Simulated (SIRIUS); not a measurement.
CuO:

```
Cu O
1.0
     0.00000    2.32725    2.32725
     2.32725    0.00000    2.32725
     2.32725    2.32725    0.00000
Cu O
1 1
Direct
  0.00000 0.00000 0.00000
  0.25000 0.25000 0.25000
```

Measurements of this composition are mostly on another form, of space group No. 15.

```yaml
Program: SIRIUS 7.10.0
Task: relaxation of cell and atoms
Functional: RPBE
Potentials_or_basis: PseudoDojo 0.4.1 PBE standard (scalar relativistic)
Cutoff: 1254 eV
Density_cutoff: 5016 eV
k_mesh: 5 × 5 × 5
Occupations: fermi-dirac, width 0.05 eV
Spin: no spin polarisation
```

At the start: pressure -5.4 GPa; volume 12.60 Å³/atom.

Q: How do energy, volume and symmetry change on relaxing?

A: Over 4 steps the energy falls by 10.8 meV/atom and the volume is 11.99 Å³/atom (-4.9 %); space group F-43m (No. 216, to 0.05 Å).

Step by step:
| step | energy change (eV) | largest force (eV/Å) | pressure (GPa) | volume (Å³) |
| --- | --- | --- | --- | --- |
| 1 | 0.0000 | 0.0000 | -5.40 | 25.21 |
| 2 | -0.0070 | 0.0000 | -4.51 | 24.98 |
| 3 | -0.0214 | 0.0000 | 0.36 | 23.91 |
| 4 | -0.0215 | 0.0000 | -0.02 | 23.98 |

Final structure:
```cif
data_structure
_symmetry_space_group_name_H-M 'P 1'
_symmetry_Int_Tables_number 1
_cell_length_a 3.2370
_cell_length_b 3.2370
_cell_length_c 3.2370
_cell_angle_alpha 60.000
_cell_angle_beta 60.000
_cell_angle_gamma 60.000
_cell_volume 23.98
loop_
_atom_site_label
_atom_site_type_symbol
_atom_site_fract_x
_atom_site_fract_y
_atom_site_fract_z
_atom_site_occupancy
Cu1 Cu 0.00000 0.00000 0.00000 1
O1 O 0.25000 0.25000 0.25000 1
```

Caveat: the k mesh is coarse (spacing up to 0.47 Å⁻¹), so the values aren't converged; the potentials were made for another functional, which shifts forces and pressure; an odd number of electrons without spin polarisation forces a metal; a magnetic or distorted state may lie lower; the run has no spin polarisation, though such a crystal can be magnetic.
